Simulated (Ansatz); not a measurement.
# Nickel, diamond under RPBE: ground state and equation of state, part 2 of 2

Aim: take nickel in the diamond structure, relax it, solve it on a dense k-mesh, then scale the cell to 7 volumes from 88 to 112 % of the relaxed one and try a fit of the equation of state. Spin polarisation is left out, though the real metal is magnetic, so this state lies above the ground state. The k-meshes are 11×11×11 for the relaxation; 17×17×17 for the dense run; 12×12×12 for the volumes.

Ansatz 0.2.0; DFT, RPBE, plane waves (420 eV) with PAW, scalar-relativistic. Earlier steps stand in the parts before.

### 4 Volume × 0.88

This is Ni in the diamond structure; at room conditions it is fcc.

Contents of input.yaml:

```yaml
crystal:
  lattice:
    - [0.0, 2.4727265822, 2.4727265822]
    - [2.4727265822, 0.0, 2.4727265822]
    - [2.4727265822, 2.4727265822, 0.0]
  atoms:
    - { symbol: Ni, position: [0.125, 0.125, 0.125] }
    - { symbol: Ni, position: [0.875, 0.875, 0.875] }
hamiltonian:
  xc: rpbe
  pseudopotentials:
    kind: paw
    azcp:
      Ni: "pseudopotentials/Ni.paw.azcp"
basis:
  ecutwfc: 420
  fft_grid_basis: typed
kpoints:
  mp_grid: { grid: [12, 12, 12], shift: [0, 0, 0] }
magnetization:
  spin_polarized: false
scf:
  occupations: { method: fermi_dirac, width: 0.1 }
  lower_state_search: "off"
output:
  stress: true
```

The log of the run, cut to the lines that bear on the results:

```text
Warning: RAYON_NUM_THREADS=2 ignored (pool sized by the plan → 2); use --threads N
[...]
Pseudopotentials: kind: paw
Pseudopotential: Ni, paw, valence charge 18, recommended cutoff 420 eV (normal), <dir>
Functional definition: RPBE
[...]
Crystal: 2 atoms, lattice volume = 30.238 Å³
Basis set: ecut = 420 eV, 609 PW (Γ)
Bands: 22, of which v1, the nominal top of the filled ones, is band 18 counted from 1 (17 counted from 0)
Symmetry: 48 space group operations
Space group: Fd-3m (ITA 227), of the structure as read, at distance tolerance 3.1e-5 Å
k-points: 72 of 1728
[...]
SCF iter   1: F=—  HF=-11686.958200 eV  |F-HF|=—  |Δ(HF+E_count)|=         —  Δρ=1.67e-2  dr2=4.31e-2  ethr=1.77e-3  ⟨swp⟩=5.6  Hψ=6017  notcnv=0
[...]
SCF iter   6: F=-11686.952265 eV  HF=-11686.952265 eV  |F-HF|=2.24e-9  |Δ(HF+E_count)|=   5.25e-8  Δρ=5.78e-6  dr2=4.46e-9  ethr=2.78e-10  ⟨swp⟩=4.8  Hψ=6083  notcnv=0
[...]
SCF converged after 6 iterations
Free energy (F): -11686.952265 eV
[...]
E sigma→0 (E₀):  -11686.851341 eV
Entropy (-TS):   -0.201849 eV (-100.924 meV/atom)
Fermi energy:    11.917897 eV
[...]
--- Stress (GPa, compression-positive) ---
       13.896871       0.000000       0.000000
        0.000000      13.896871      -0.000000
       -0.000000       0.000000      13.896871
  P = ⅓ Tr σ = 13.8969 GPa (138.969 kbar)
```

It took 1.9 s on 2 threads of Arm Neoverse N1, shared host; peak memory 0.31 GiB.

### 5 Volume × 0.92

input.yaml, as its differences from that of step 4:

```diff
@@ -2,5 +2,5 @@
   lattice:
-    - [0.0, 2.4727265822, 2.4727265822]
-    - [2.4727265822, 0.0, 2.4727265822]
-    - [2.4727265822, 2.4727265822, 0.0]
+    - [0.0, 2.5096383911, 2.5096383911]
+    - [2.5096383911, 0.0, 2.5096383911]
+    - [2.5096383911, 2.5096383911, 0.0]
   atoms:
```

The log of the run, cut to the lines that bear on the results:

```text
Warning: RAYON_NUM_THREADS=2 ignored (pool sized by the plan → 2); use --threads N
[...]
Pseudopotentials: kind: paw
Pseudopotential: Ni, paw, valence charge 18, recommended cutoff 420 eV (normal), <dir>
Functional definition: RPBE
[...]
Crystal: 2 atoms, lattice volume = 31.613 Å³
Basis set: ecut = 420 eV, 609 PW (Γ)
Bands: 22, of which v1, the nominal top of the filled ones, is band 18 counted from 1 (17 counted from 0)
Symmetry: 48 space group operations
Space group: Fd-3m (ITA 227), of the structure as read, at distance tolerance 3.2e-5 Å
k-points: 72 of 1728
[...]
SCF iter   1: F=—  HF=-11687.052297 eV  |F-HF|=—  |Δ(HF+E_count)|=         —  Δρ=1.70e-2  dr2=4.86e-2  ethr=1.77e-3  ⟨swp⟩=5.5  Hψ=6012  notcnv=0
[...]
SCF iter   7: F=-11687.045758 eV  HF=-11687.045758 eV  |F-HF|=3.82e-11  |Δ(HF+E_count)|=   1.28e-9  Δρ=7.28e-7  dr2=1.14e-10  ethr=4.73e-12  ⟨swp⟩=2.0  Hψ=4923  notcnv=0
[...]
SCF converged after 7 iterations
Free energy (F): -11687.045758 eV
[...]
E sigma→0 (E₀):  -11686.941926 eV
Entropy (-TS):   -0.207665 eV (-103.832 meV/atom)
Fermi energy:    11.178341 eV
[...]
--- Stress (GPa, compression-positive) ---
        8.130298       0.000000       0.000000
        0.000000       8.130298       0.000000
       -0.000000       0.000000       8.130298
  P = ⅓ Tr σ = 8.1303 GPa (81.303 kbar)
```

Run time: 2.2 s. Hardware: 2 threads of Arm Neoverse N1, shared host; peak memory 0.32 GiB.

### 6 Volume × 0.96

input.yaml, as its differences from that of step 5:

```diff
@@ -2,5 +2,5 @@
   lattice:
-    - [0.0, 2.5096383911, 2.5096383911]
-    - [2.5096383911, 0.0, 2.5096383911]
-    - [2.5096383911, 2.5096383911, 0.0]
+    - [0.0, 2.5454952125, 2.5454952125]
+    - [2.5454952125, 0.0, 2.5454952125]
+    - [2.5454952125, 2.5454952125, 0.0]
   atoms:
@@ -26 +26,5 @@
   stress: true
+  write_density: true
+  write_potential: true
+  elf: true
+  volumetric_format: npy
```

The log of the run, cut to the lines that bear on the results:

```text
Warning: RAYON_NUM_THREADS=2 ignored (pool sized by the plan → 2); use --threads N
[...]
Pseudopotentials: kind: paw
Pseudopotential: Ni, paw, valence charge 18, recommended cutoff 420 eV (normal), <dir>
Functional definition: RPBE
[...]
Crystal: 2 atoms, lattice volume = 32.987 Å³
Basis set: ecut = 420 eV, 645 PW (Γ)
Bands: 22, of which v1, the nominal top of the filled ones, is band 18 counted from 1 (17 counted from 0)
Symmetry: 48 space group operations
Space group: Fd-3m (ITA 227), of the structure as read, at distance tolerance 3.2e-5 Å
k-points: 72 of 1728
[...]
SCF iter   1: F=—  HF=-11687.102361 eV  |F-HF|=—  |Δ(HF+E_count)|=         —  Δρ=1.74e-2  dr2=5.45e-2  ethr=1.77e-3  ⟨swp⟩=5.5  Hψ=5980  notcnv=0
[...]
SCF iter   6: F=-11687.095194 eV  HF=-11687.095194 eV  |F-HF|=1.35e-8  |Δ(HF+E_count)|=   2.25e-8  Δρ=8.97e-6  dr2=1.07e-8  ethr=2.78e-10  ⟨swp⟩=9.1  Hψ=12272  notcnv=0
[...]
SCF converged after 6 iterations
Free energy (F): -11687.095194 eV
[...]
E sigma→0 (E₀):  -11686.988589 eV
Entropy (-TS):   -0.213211 eV (-106.605 meV/atom)
Fermi energy:    10.503113 eV
[...]
--- Stress (GPa, compression-positive) ---
        3.575110       0.000000       0.000000
        0.000000       3.575110      -0.000000
        0.000000      -0.000000       3.575110
  P = ⅓ Tr σ = 3.5751 GPa (35.751 kbar)
--- Band table (eV; the first three rows and the last of 72) ---
  k-point 0: bands = ["-92.7028", "-92.6021", "-53.0905", "-53.0905", "-53.0905", "-52.8791", "-52.8791", "-52.8791", "4.0583", "7.9052", "7.9052", "7.9512", "7.9512", "7.9512", "9.4297", "9.4297", "9.4297", "10.4141", "10.4141", "22.4066", "22.4066", "22.4066"]
[...]
```

Run time: 3.1 s. Hardware: 2 threads of Arm Neoverse N1, shared host; peak memory 0.33 GiB.

Axes a, b and c in the maps are those of this run's conventional cell (a, b, c = 5.091, 5.091, 5.091 Å).

Density in a lattice plane of the grid's cell (edges 5.09 and 5.09 Å, at 0.125 of the third edge), which holds Ni.

Ten even steps from '0' (0.04 e/Å³) to '9' (44.02 e/Å³):
```
000000000000000000000000
000000000000000000000000
000000000000000000000000
000000000000000000000000
000000000000000000000000
000000000000012321000000
000000000000027972000000
000000000000026972000000
000000000000012321000000
000000000000000000000000
000000000000000000000000
000000000000000000000000
000000000000000000000000
000000000000000000000000
000000000000000000000000
012321000000000000000000
027972000000000000000000
026972000000000000000000
012321000000000000000000
000000000000000000000000
```
Columns run along the first of these edges and rows up along the second, over one cell in 24 and 20 even steps from the bottom left corner. Atoms in the plane (fractional): Ni at (0.12, 0.12), Ni at (0.62, 0.62).

ELF in the same plane.

Ten even steps from ' ' (0.09) to '@' (0.65):
```
::..........::::::::::..................::::--::
::::......::::::::::::::::::::::::::::::::::::::
::::::::::::::::::::::--::::......::::::::::::::
................::::--::::..........::::--::::..
....      ......::::::....::------::..::::::::..
              ..::::....::==++**++==::..::::::..
              ..::::....--++%%@@%%++--....::::..
              ..::::....--++%%@@%%++--....::::..
              ..::::....::==++**++==::..::::::..
..          ....::::::....::------::..::::::::..
................::::--::::..........::::::::::..
::::::::::::::::::::::::::::......::::::::::::::
::::......::::::::::::::::::::::::::::::::::::--
::..........::::--::::..................::::--::
..::------::..::::::::......      ......::::::..
::==++**++==::..::::::..              ..::::....
--++%%@@%%++--....::::..              ..::::....
--++%%@@%%++--....::::..              ..::::....
::==++**++==::..::::::..              ..::::....
..::------::..::::::::....          ....::::::..
```
Columns run along the first of these edges and rows up along the second, over one cell in 24 and 20 even steps from the bottom left corner. Atoms in the plane (fractional): Ni at (0.12, 0.12), Ni at (0.62, 0.62).

Both are smooth fields of the valence electrons: close to the nuclei they are not physical.

### 7 Volume × 1.0

input.yaml, as its differences from that of step 6:

```diff
@@ -2,5 +2,5 @@
   lattice:
-    - [0.0, 2.5454952125, 2.5454952125]
-    - [2.5454952125, 0.0, 2.5454952125]
-    - [2.5454952125, 2.5454952125, 0.0]
+    - [0.0, 2.5803693435, 2.5803693435]
+    - [2.5803693435, 0.0, 2.5803693435]
+    - [2.5803693435, 2.5803693435, 0.0]
   atoms:
```

The log of the run, cut to the lines that bear on the results:

```text
Warning: RAYON_NUM_THREADS=2 ignored (pool sized by the plan → 2); use --threads N
[...]
Pseudopotentials: kind: paw
Pseudopotential: Ni, paw, valence charge 18, recommended cutoff 420 eV (normal), <dir>
Functional definition: RPBE
[...]
Crystal: 2 atoms, lattice volume = 34.362 Å³
Basis set: ecut = 420 eV, 645 PW (Γ)
Bands: 22, of which v1, the nominal top of the filled ones, is band 18 counted from 1 (17 counted from 0)
Symmetry: 48 space group operations
Space group: Fd-3m (ITA 227), of the structure as read, at distance tolerance 3.3e-5 Å
k-points: 72 of 1728
[...]
SCF iter   1: F=—  HF=-11687.117619 eV  |F-HF|=—  |Δ(HF+E_count)|=         —  Δρ=1.76e-2  dr2=5.97e-2  ethr=1.77e-3  ⟨swp⟩=5.5  Hψ=5988  notcnv=0
[...]
SCF iter   7: F=-11687.109825 eV  HF=-11687.109825 eV  |F-HF|=4.74e-9  |Δ(HF+E_count)|=   2.51e-8  Δρ=4.91e-6  dr2=3.80e-9  ethr=1.51e-10  ⟨swp⟩=5.7  Hψ=9806  notcnv=0
[...]
SCF converged after 7 iterations
Free energy (F): -11687.109825 eV
[...]
E sigma→0 (E₀):  -11687.000566 eV
Entropy (-TS):   -0.218518 eV (-109.259 meV/atom)
Fermi energy:    9.884412 eV
[...]
--- Stress (GPa, compression-positive) ---
       -0.024927       0.000000      -0.000000
        0.000000      -0.024927       0.000000
        0.000000      -0.000000      -0.024927
  P = ⅓ Tr σ = -0.0249 GPa (-0.249 kbar)
--- Band table (eV; the first three rows and the last of 72) ---
  k-point 0: bands = ["-93.2406", "-93.1544", "-53.6217", "-53.6217", "-53.6217", "-53.4360", "-53.4360", "-53.4360", "3.6524", "7.4323", "7.4323", "7.4634", "7.4634", "7.4634", "8.8706", "8.8706", "8.8706", "9.7941", "9.7941", "21.4287", "21.4287", "21.4287"]
[...]
```

Run time: 3.6 s. Hardware: 2 threads of Arm Neoverse N1, shared host; peak memory 0.33 GiB.

### 8 Volume × 1.04

input.yaml, as its differences from that of step 7:

```diff
@@ -2,5 +2,5 @@
   lattice:
-    - [0.0, 2.5803693435, 2.5803693435]
-    - [2.5803693435, 0.0, 2.5803693435]
-    - [2.5803693435, 2.5803693435, 0.0]
+    - [0.0, 2.6143254657, 2.6143254657]
+    - [2.6143254657, 0.0, 2.6143254657]
+    - [2.6143254657, 2.6143254657, 0.0]
   atoms:
@@ -26,5 +26 @@
   stress: true
-  write_density: true
-  write_potential: true
-  elf: true
-  volumetric_format: npy
```

The log of the run, cut to the lines that bear on the results:

```text
Warning: RAYON_NUM_THREADS=2 ignored (pool sized by the plan → 2); use --threads N
[...]
Pseudopotentials: kind: paw
Pseudopotential: Ni, paw, valence charge 18, recommended cutoff 420 eV (normal), <dir>
Functional definition: RPBE
[...]
Crystal: 2 atoms, lattice volume = 35.736 Å³
Basis set: ecut = 420 eV, 725 PW (Γ)
Bands: 22, of which v1, the nominal top of the filled ones, is band 18 counted from 1 (17 counted from 0)
Symmetry: 48 space group operations
Space group: Fd-3m (ITA 227), of the structure as read, at distance tolerance 3.3e-5 Å
k-points: 72 of 1728
[...]
SCF iter   1: F=—  HF=-11687.105067 eV  |F-HF|=—  |Δ(HF+E_count)|=         —  Δρ=1.78e-2  dr2=6.40e-2  ethr=1.77e-3  ⟨swp⟩=5.5  Hψ=6004  notcnv=0
[...]
SCF iter   7: F=-11687.096934 eV  HF=-11687.096934 eV  |F-HF|=1.17e-9  |Δ(HF+E_count)|=   8.25e-8  Δρ=1.30e-6  dr2=3.56e-10  ethr=2.78e-10  ⟨swp⟩=3.1  Hψ=6614  notcnv=0
[...]
SCF converged after 7 iterations
Free energy (F): -11687.096934 eV
[...]
E sigma→0 (E₀):  -11686.985129 eV
Entropy (-TS):   -0.223610 eV (-111.805 meV/atom)
Fermi energy:    9.315722 eV
[...]
--- Stress (GPa, compression-positive) ---
       -2.866972      -0.000000       0.000000
       -0.000000      -2.866972       0.000000
        0.000000      -0.000000      -2.866972
  P = ⅓ Tr σ = -2.8670 GPa (-28.670 kbar)
```

Run time: 2.8 s. Hardware: 2 threads of Arm Neoverse N1, shared host; peak memory 0.32 GiB.

### 9 Volume × 1.08

input.yaml, as its differences from that of step 8:

```diff
@@ -2,5 +2,5 @@
   lattice:
-    - [0.0, 2.6143254657, 2.6143254657]
-    - [2.6143254657, 0.0, 2.6143254657]
-    - [2.6143254657, 2.6143254657, 0.0]
+    - [0.0, 2.6474217066, 2.6474217066]
+    - [2.6474217066, 0.0, 2.6474217066]
+    - [2.6474217066, 2.6474217066, 0.0]
   atoms:
```

The log of the run, cut to the lines that bear on the results:

```text
Warning: RAYON_NUM_THREADS=2 ignored (pool sized by the plan → 2); use --threads N
[...]
Pseudopotentials: kind: paw
Pseudopotential: Ni, paw, valence charge 18, recommended cutoff 420 eV (normal), <dir>
Functional definition: RPBE
[...]
Crystal: 2 atoms, lattice volume = 37.111 Å³
Basis set: ecut = 420 eV, 725 PW (Γ)
Bands: 22, of which v1, the nominal top of the filled ones, is band 18 counted from 1 (17 counted from 0)
Symmetry: 48 space group operations
Space group: Fd-3m (ITA 227), of the structure as read, at distance tolerance 3.3e-5 Å
k-points: 72 of 1728
[...]
SCF iter   1: F=—  HF=-11687.070903 eV  |F-HF|=—  |Δ(HF+E_count)|=         —  Δρ=1.79e-2  dr2=6.78e-2  ethr=1.77e-3  ⟨swp⟩=5.4  Hψ=6016  notcnv=0
[...]
SCF iter   7: F=-11687.062349 eV  HF=-11687.062349 eV  |F-HF|=1.16e-9  |Δ(HF+E_count)|=   4.68e-8  Δρ=1.05e-6  dr2=3.35e-10  ethr=2.78e-10  ⟨swp⟩=4.3  Hψ=5917  notcnv=0
[...]
SCF converged after 7 iterations
Free energy (F): -11687.062349 eV
[...]
E sigma→0 (E₀):  -11686.948098 eV
Entropy (-TS):   -0.228502 eV (-114.251 meV/atom)
Fermi energy:    8.791530 eV
[...]
--- Stress (GPa, compression-positive) ---
       -5.106629      -0.000000      -0.000000
       -0.000000      -5.106629      -0.000000
       -0.000000       0.000000      -5.106629
  P = ⅓ Tr σ = -5.1066 GPa (-51.066 kbar)
```

Run time: 2.8 s. Hardware: 2 threads of Arm Neoverse N1, shared host; peak memory 0.33 GiB.

### 10 Volume × 1.12

input.yaml, as its differences from that of step 9:

```diff
@@ -2,5 +2,5 @@
   lattice:
-    - [0.0, 2.6474217066, 2.6474217066]
-    - [2.6474217066, 0.0, 2.6474217066]
-    - [2.6474217066, 2.6474217066, 0.0]
+    - [0.0, 2.6797105194, 2.6797105194]
+    - [2.6797105194, 0.0, 2.6797105194]
+    - [2.6797105194, 2.6797105194, 0.0]
   atoms:
```

The log of the run, cut to the lines that bear on the results:

```text
Warning: RAYON_NUM_THREADS=2 ignored (pool sized by the plan → 2); use --threads N
[...]
Pseudopotentials: kind: paw
Pseudopotential: Ni, paw, valence charge 18, recommended cutoff 420 eV (normal), <dir>
Functional definition: RPBE
[...]
Crystal: 2 atoms, lattice volume = 38.485 Å³
Basis set: ecut = 420 eV, 749 PW (Γ)
Bands: 22, of which v1, the nominal top of the filled ones, is band 18 counted from 1 (17 counted from 0)
Symmetry: 48 space group operations
Space group: Fd-3m (ITA 227), of the structure as read, at distance tolerance 3.4e-5 Å
k-points: 72 of 1728
[...]
SCF iter   1: F=—  HF=-11687.019612 eV  |F-HF|=—  |Δ(HF+E_count)|=         —  Δρ=1.79e-2  dr2=7.11e-2  ethr=1.77e-3  ⟨swp⟩=5.3  Hψ=6002  notcnv=0
[...]
SCF iter   7: F=-11687.010694 eV  HF=-11687.010694 eV  |F-HF|=1.72e-9  |Δ(HF+E_count)|=   5.43e-8  Δρ=1.36e-6  dr2=6.34e-10  ethr=2.78e-10  ⟨swp⟩=4.4  Hψ=6020  notcnv=0
[...]
SCF converged after 7 iterations
Free energy (F): -11687.010694 eV
[...]
E sigma→0 (E₀):  -11686.894094 eV
Entropy (-TS):   -0.233201 eV (-116.600 meV/atom)
Fermi energy:    8.307085 eV
[...]
--- Stress (GPa, compression-positive) ---
       -6.863895      -0.000000       0.000000
        0.000000      -6.863895       0.000000
        0.000000       0.000000      -6.863895
  P = ⅓ Tr σ = -6.8639 GPa (-68.639 kbar)
```

Run time: 2.9 s. Hardware: 2 threads of Arm Neoverse N1, shared host; peak memory 0.33 GiB.

### 11 The equation of state

The cell was scaled evenly, with its shape and the fractional positions fixed.

```tsv
V (Å³/atom)	E − E₀ (meV/atom)	P from the stress (GPa)	P from the fit (GPa)
15.119	74.7	13.90	13.56
15.806	29.4	8.13	7.79
16.494	6.0	3.58	3.25
17.181	0.1	-0.02	-0.33
17.868	7.8	-2.87	-3.15
18.555	26.3	-5.11	-5.39
19.243	53.3	-6.86	-7.14
```

A third-order Birch-Murnaghan fit gives V₀ = 17.111 Å³/atom, B₀ = 81 GPa and B₀′ = 4.9; it misses no point by more than 0.01 meV/atom.

Fit and stress differ a little: one follows E(σ → 0), the other the smeared free energy.

### 12 Results

The summary covers parts 1 to 2.

| quantity | value |
| --- | --- |
| space group (spins left aside) | Fd-3m (No. 227) |
| conventional cell | a = 5.161 Å |
| volume | 17.181 Å³/atom |
| shortest distance | 2.235 Å |
| gap on the mesh | none (levels filled in part) |
| relative to fcc, ferromagnetic | +1237 meV/atom |
| V₀, B₀, B₀′ | 17.111 Å³/atom, 81 GPa, 4.9 |

The relaxation enlarged the cell by 16.3 % in volume. Against the reference form of nickel (fcc, ferromagnetic, computed apart with the same settings) it stands 1237 meV/atom higher; part of this is magnetic energy, as this run has no moments. No gap shows: it is a metal or semimetal at this level. The fitted modulus is 81 GPa. The symmetry was held, so the structure may be unstable against distortions that break it.
